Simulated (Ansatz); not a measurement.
**AlAu2: phonons with PBEsol**

AlAu2:

```xyz
3
Lattice="-1.6715 1.6715 4.3991 1.6715 -1.6715 4.3991 1.6715 1.6715 -4.3991" Properties=species:S:1:pos:R:3 pbc="T T T"
Au    0.0000    0.0000    3.0242
Au    0.0000    0.0000    5.7740
Al    0.0000    0.0000    0.0000
```

The cell comes from a database or a generator and needn't be the stable form of this composition.

```yaml
Program: Ansatz 0.2.0
Task: phonons
Functional: PBEsol
Potentials_or_basis: Ansatz PAW
Cutoff: "420 eV (not typed: the program's choice for these potentials)"
k_mesh: 10 × 10 × 10
Occupations: fermi-dirac, width 0.05 eV
Spin: no spin polarisation
```

```yaml
Band_gap_on_the_k_mesh: none (metal or under the smearing width)
Highest_phonon_frequency_at_Γ: 191 cm⁻¹
```

Levels at points of the mesh, in eV from the Fermi level:
```
              k point  band 18  band 19  band 20  band 21  band 22  band 23  band 24  band 25
   (0.00, 0.00, 0.00)    -4.79    -3.50    -1.22     1.06     5.78     5.78     6.66     6.66
  (0.00, 0.00, -0.50)    -3.30    -2.94    -1.32     0.79     1.05     1.93     2.14     5.83
  (0.00, -0.50, 0.00)    -3.34    -3.24    -3.05    -2.13     1.67     7.43     7.59     7.81
 (0.00, -0.50, -0.50)    -3.34    -3.24    -3.05    -2.13     1.67     7.43     7.59     7.81
(-0.50, -0.50, -0.50)    -3.45    -3.45    -2.80     2.74     2.74     6.58     7.03     7.08
```

Phonon frequencies in cm⁻¹ (negative: imaginary):
| q point | frequencies |
| --- | --- |
| (0.000, 0.000, 0.000) | 0 0 0 85 85 151 186 191 191 |

Wall time 62 s on 2 threads of Arm Neoverse V2 (shared host), peak memory 0.83 GiB.

 Spin-orbit coupling is left out, which matters for the levels of Au.
